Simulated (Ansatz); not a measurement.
Ansatz input

```yaml
crystal:
  lattice:
    - [0.0, 2.6546496237, 2.6546496237]
    - [2.6546496237, 0.0, 2.6546496237]
    - [2.6546496237, 2.6546496237, 0.0]
  atoms:
    - { symbol: La, position: [0.0, 0.0, 0.0] }
hamiltonian:
  xc: revpbe
  pseudopotentials:
    kind: paw
    azcp:
      La: "pseudopotentials/La.paw.azcp"
basis:
  ecutwfc: 420
  fft_grid_basis: typed
kpoints:
  mp_grid: { grid: [10, 10, 10], shift: [0, 0, 0] }
magnetization:
  spin_polarized: false
scf:
  occupations: { method: fermi_dirac, width: 0.1 }
relax:
  max_steps: 60
  f_tol: 0.01
  cell: {}
```

and its output:

```
Engine: ansatz 0.2.0, aarch64-unknown-linux-gnu
Pseudopotentials: kind: paw
Pseudopotential: La, paw, valence charge 11, recommended cutoff 420 eV (normal) 
Functional definition: revPBE
  parameter kappa = 1.245
  parameter beta = 0.06672455060314922
  exchange = pbe_x(kappa = kappa, mu = beta*pi^2/3)
  correlation = pbe_c(beta = beta)
Crystal: 1 atoms, lattice volume = 37.416 Å³
Basis set: ecut = 420 eV, 725 PW (Γ), exchange–correlation on 54×54×54 points (8 copies of the dense FFT grid, shifted against one another)
Bands: 10, of which v1, the nominal top of the filled ones, is band 6 counted from 1 (5 counted from 0)
Symmetry: 48 space group operations
Space group: Fm-3m (ITA 225), of the structure as read, at distance tolerance 3.3e-5 Å
k-points: 47 of 1000
Non-local potential: La, projectors of the file, l = 0: 3, l = 1: 2, l = 2: 2, l = 3: 3
PAW form: soft (Blöchl's): semilocal exchange-correlation on the pseudo side does not see the compensation charge
PAW frozen core: La, regenerated for the run's functional, and the local potential with it (the file was generated under x = pbe(κ = 0.804, μ = 0.2195149727645171), c = pbe(β = 0.06672455060314922))
PAW one-centre angular grid: La, 590 points (default); XC on 64 Gauss nodes
Initial density: superposition of atomic densities (neutral atoms: chi_scale 0, normalization atom), corrected by the library's trained network
Initial wavefunctions: pseudopotential atomic-orbital guess
Functional: x = revpbe(κ = 1.245, μ = 0.2195149727645171), c = pbe(β = 0.06672455060314922)
SCF iter   1: F=—  HF=-6256.989054 eV  |F-HF|=—  |Δ(HF+E_count)|=         —  Δρ=3.69e-3  dr2=6.66e-3  ethr=1.77e-3  ⟨swp⟩=3.8  Hψ=2139  notcnv=0
SCF iter   2: F=—  HF=-6256.989371 eV  |F-HF|=—  |Δ(HF+E_count)|=   3.16e-4  Δρ=2.46e-3  dr2=3.30e-3  ethr=6.05e-5  ⟨swp⟩=1.0  Hψ=846  notcnv=0
SCF iter   3: F=—  HF=-6256.989244 eV  |F-HF|=—  |Δ(HF+E_count)|=   1.27e-4  Δρ=4.88e-4  dr2=1.16e-4  ethr=3.00e-5  ⟨swp⟩=2.1  Hψ=636  notcnv=0
SCF iter   4: F=—  HF=-6256.989204 eV  |F-HF|=—  |Δ(HF+E_count)|=   3.99e-5  Δρ=2.03e-4  dr2=5.17e-6  ethr=1.05e-6  ⟨swp⟩=2.5  Hψ=757  notcnv=0
SCF iter   5: F=—  HF=-6256.989204 eV  |F-HF|=—  |Δ(HF+E_count)|=   1.94e-7  Δρ=3.20e-5  dr2=3.49e-7  ethr=4.70e-8  ⟨swp⟩=2.9  Hψ=748  notcnv=0
SCF iter   6: F=-6256.989204 eV  HF=-6256.989204 eV  |F-HF|=2.24e-9  |Δ(HF+E_count)|=   8.07e-8  Δρ=8.93e-6  dr2=1.47e-8  ethr=9.09e-10  ⟨swp⟩=4.3  Hψ=1483  notcnv=0
SCF 1 converged in 6 iterations: F = -6256.989204 eV  dr2 = 1.47e-8
relax step   1: F+E_penalty+E_count = -6256.98920400 eV  Δ(F+E_penalty+E_count) = +0.000e0 eV  max|allowed force component| = 0.000e0 eV/Å  Δτ_max = 0.0000 Å  P = +0.824 GPa  Ω = 37.416 Å³  (6 SCF iters, dr2 threshold 1.00e-7 eV, accepted)
Crystal: 1 atoms, lattice volume = 38.175 Å³
Initial density: handed on by an earlier stage of this run
Initial wavefunctions: those handed on with the density
iter 1 solved again at ethr=2.68e-6 eV; its pass at ethr=3.10e-3 eV (dr2=2.95e-4 eV) is discarded
SCF iter   1: F=—  HF=-6256.991982 eV  |F-HF|=—  |Δ(HF+E_count)|=         —  Δρ=8.08e-4  dr2=2.98e-4  ethr=2.68e-6  ⟨swp⟩=2.1  Hψ=4762  notcnv=0
SCF iter   2: F=—  HF=-6256.991877 eV  |F-HF|=—  |Δ(HF+E_count)|=   1.05e-4  Δρ=1.72e-4  dr2=5.15e-6  ethr=2.68e-6  ⟨swp⟩=2.5  Hψ=746  notcnv=0
SCF iter   3: F=—  HF=-6256.991869 eV  |F-HF|=—  |Δ(HF+E_count)|=   7.97e-6  Δρ=8.70e-5  dr2=1.35e-6  ethr=9.09e-10  ⟨swp⟩=5.1  Hψ=1692  notcnv=0
SCF iter   4: F=-6256.991869 eV  HF=-6256.991869 eV  |F-HF|=4.55e-9  |Δ(HF+E_count)|=   6.87e-8  Δρ=4.44e-6  dr2=4.86e-9  ethr=9.09e-10  ⟨swp⟩=3.0  Hψ=1894  notcnv=0
SCF 2 converged in 4 iterations: F = -6256.991869 eV  dr2 = 4.86e-9
relax step   2: F+E_penalty+E_count = -6256.99186862 eV  Δ(F+E_penalty+E_count) = -2.665e-3 eV  max|allowed force component| = 0.000e0 eV/Å  Δτ_max = 0.0000 Å  P = +0.314 GPa  Ω = 38.175 Å³  energy of the carried Pulay correction = -1.838e-5 eV  (4 SCF iters, dr2 threshold 1.00e-7 eV, accepted)
Crystal: 1 atoms, lattice volume = 38.656 Å³
Basis set: ecut = 420 eV, 749 PW (Γ), exchange–correlation on 54×54×54 points (8 copies of the dense FFT grid, shifted against one another)
iter 1 solved again at ethr=1.01e-6 eV; its pass at ethr=3.10e-3 eV (dr2=1.11e-4 eV) is discarded
SCF iter   1: F=—  HF=-6256.992381 eV  |F-HF|=—  |Δ(HF+E_count)|=         —  Δρ=4.91e-4  dr2=1.10e-4  ethr=1.01e-6  ⟨swp⟩=2.0  Hψ=4730  notcnv=0
SCF iter   2: F=—  HF=-6256.992343 eV  |F-HF|=—  |Δ(HF+E_count)|=   3.85e-5  Δρ=1.04e-4  dr2=1.99e-6  ethr=1.00e-6  ⟨swp⟩=2.6  Hψ=748  notcnv=0
SCF iter   3: F=—  HF=-6256.992335 eV  |F-HF|=—  |Δ(HF+E_count)|=   7.73e-6  Δρ=5.34e-5  dr2=5.27e-7  ethr=9.09e-10  ⟨swp⟩=4.9  Hψ=1630  notcnv=0
SCF iter   4: F=-6256.992335 eV  HF=-6256.992335 eV  |F-HF|=1.80e-9  |Δ(HF+E_count)|=   3.48e-8  Δρ=2.67e-6  dr2=1.79e-9  ethr=9.09e-10  ⟨swp⟩=3.0  Hψ=1878  notcnv=0
SCF 3 converged in 4 iterations: F = -6256.992335 eV  dr2 = 1.79e-9
relax step   3: F+E_penalty+E_count = -6256.99233527 eV  Δ(F+E_penalty+E_count) = -4.667e-4 eV  max|allowed force component| = 0.000e0 eV/Å  Δτ_max = 0.0000 Å  P = +0.006 GPa  Ω = 38.656 Å³  energy of the carried Pulay correction = -2.985e-5 eV  (4 SCF iters, dr2 threshold 1.00e-7 eV, accepted)
Initial wavefunctions: pseudopotential atomic-orbital guess (no wavefunctions were taken with the density)
iter 1 solved again at ethr=6.52e-8 eV; its pass at ethr=3.10e-3 eV (dr2=7.18e-6 eV) is discarded
SCF iter   1: F=—  HF=-6256.992370 eV  |F-HF|=—  |Δ(HF+E_count)|=         —  Δρ=9.83e-6  dr2=5.46e-9  ethr=6.52e-8  ⟨swp⟩=3.0  Hψ=3837  notcnv=0
SCF iter   2: F=—  HF=-6256.992363 eV  |F-HF|=—  |Δ(HF+E_count)|=   6.95e-6  Δρ=5.08e-6  dr2=1.57e-9  ethr=4.97e-11  ⟨swp⟩=2.5  Hψ=729  notcnv=0
SCF iter   3: F=—  HF=-6256.992363 eV  |F-HF|=—  |Δ(HF+E_count)|=   4.39e-9  Δρ=3.44e-7  dr2=5.55e-11  ethr=1.43e-11  ⟨swp⟩=2.4  Hψ=724  notcnv=0
SCF iter   4: F=-6256.992363 eV  HF=-6256.992363 eV  |F-HF|=9.09e-13  |Δ(HF+E_count)|=  2.00e-11  Δρ=7.78e-8  dr2=7.91e-13  ethr=1.00e-12  ⟨swp⟩=6.0  Hψ=1849  notcnv=0
SCF 4 converged in 4 iterations: F = -6256.992363 eV  dr2 = 7.91e-13
relax step   4: F+E_penalty+E_count = -6256.99236331 eV  Δ(F+E_penalty+E_count) = -2.804e-5 eV  max|allowed force component| = 0.000e0 eV/Å  Δτ_max = 0.0000 Å  P = +0.006 GPa  Ω = 38.656 Å³  stress off target by 6.04e-3 GPa  SCF on the basis re-selected at this cell (its energy is not comparable with the rows above)  (4 SCF iters)
basis re-selected at this cell: Δ(F+E_penalty+E_count) = -2.804e-5 eV, ΔP = -0.000 GPa vs the last step (what re-selecting the basis moved, of the pressure what is left beyond the Pulay correction that the steps carried, after the strain that the cell walked since its last selection, with what the two solves' SCF thresholds leave and, on support functions, any second-order correction that the steps lacked; it is no measure of the basis error at this ecutwfc). This SCF's stress stands 6.04e-3 GPa from its target on what of the cell is left free (relax.cell.stress_tol is 5.00e-2 GPa) and its largest allowed force component is 0.00e0 eV/Å (relax.f_tol is 1.00e-2 eV/Å): within both
SCF converged after 4 iterations
Free energy (F): -6256.992363 eV
Harris-Foulkes:  -6256.992363 eV  (|F-HF|=9.09e-13)
Internal energy: -6256.927396 eV  (E = F + TS)
E sigma→0 (E₀):  -6256.959879 eV
Entropy (-TS):   -0.064968 eV (-64.968 meV/atom)
Fermi energy:    10.583348 eV
--- Per-component energies (eV) ---
  E_band       = -50.638836
  E_kinetic    = 192.371701
  E_local      = -347.413749  (includes V_loc(G=0)·N_el)
  E_nonlocal   = 94.110889
  E_hartree    = 109.774374
  E_xc         = -139.136385
  E_vxc        = -147.011803  (∫ρ·V_xc dr)
  E_paw        = -5422.421302  (= ΣΔE_a)
  E_vpaw       = -62.244611  (= ΣTr[D̂ρ^β])
  E_aug_tail   = -0.000000  (compensation charges beyond the density's cutoff)
  E_ewald      = -744.173102
  E_core_change = -0.039821  (= ΣΔE_core)
  E_smearing   = -0.064968  (= −TS)
  E_closure    = -0.000000  (closes the sum)
  Σ components = -6256.992363   (vs F -6256.992363, Δ=0.00e0)
--- Forces (eV/Å), atoms counted from 1 ---
  atom   1  La    -0.00000000     0.00000000     0.00000000
  max |Σ_I F_I| component: 2.47e-32 eV/Å
--- Stress (GPa, compression-positive) ---
        0.006042      -0.000000      -0.000000
       -0.000000       0.006042      -0.000000
       -0.000000      -0.000000       0.006042
  P = ⅓ Tr σ = 0.0060 GPa (0.060 kbar)
--- Relaxed structure (3 steps of the walk, 3 accepted, 1 SCFs on fresh bases) ---
  F+E_penalty+E_count = -6256.99236331 eV   max|allowed force component| = 0.000e0 eV/Å   (the final SCF, on the basis selected at the relaxed cell)
  cell:  # Å, volume = 38.6561 Å³
    - [1.0190744065791183e-34, 2.683672314844983, 2.683672314844983]
    - [2.683672314844983, -3.5667604230269123e-34, 2.683672314844983]
    - [2.683672314844983, 2.683672314844983, -5.6049092361851485e-34]
  atoms:
    - { symbol: La, position: [0.0, 0.0, 0.0] }
```
